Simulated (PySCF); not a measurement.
A series of derivatives of C1CCNCC1

Parent skeleton `[CH2:1]1[CH2:2][CH2:3][NH:4][CH2:5][CH2:6]1`; one hydrogen on atom 1 is replaced by X. Hydrogens on one atom are averaged.

- geometry from GFN2-xTB
- GIAO PBE0/pcSseg-1 shieldings
- run in PySCF 2.14.0 with density-fitted response routines
- non-relativistic Hamiltonian, a single conformation, fast rotation and ring inversion assumed for equivalent nuclei, no solvent

References, each an isolated molecule treated in the same way: ¹³C (σref 186.93) and ¹H (σref 31.72) against TMS; ¹⁵N (σref 267.73) against NH3.

Parent (X = H): C1 29.5, C2 33.2, C3 52.1, N4 60.8, C5 52.1, C6 33.2, H(C1) 1.68, H(C2) 1.29, H(C3) 2.87 ppm. Effects are Δδ = δ(X) − δ(H), positive for deshielding.

Question: Give Δδ (ppm) for X = SOCH3, SO2CH3, CN.

Answer: 
```csv
X,SMILES,C1,C2,C3,N4,C5,C6,H(C1),H(C2),H(C3)
SOCH3,C[S@](=O)C1CCNCC1,+39.2,-5.1,-4.9,-3.3,-4.9,-3.2,+0.93,+0.91,+0.20
SO2CH3,CS(=O)(=O)C1CCNCC1,+35.9,-5.1,-7.2,-6.0,-7.2,-5.1,+0.92,+0.75,+0.45
CN,N#CC1CCNCC1,-2.2,+2.9,-1.8,-4.6,-1.8,+2.9,+0.53,+0.24,+0.04
```

Question: Which position responds most, and to which substituents?

Answer: C1: from -2.2 ppm with CN to +39.2 ppm with SOCH3.

Experimental scales use liquid or dissolved standards, which lie at an offset from isolated NH3 (liquid NH3: subtract about 20 ppm).
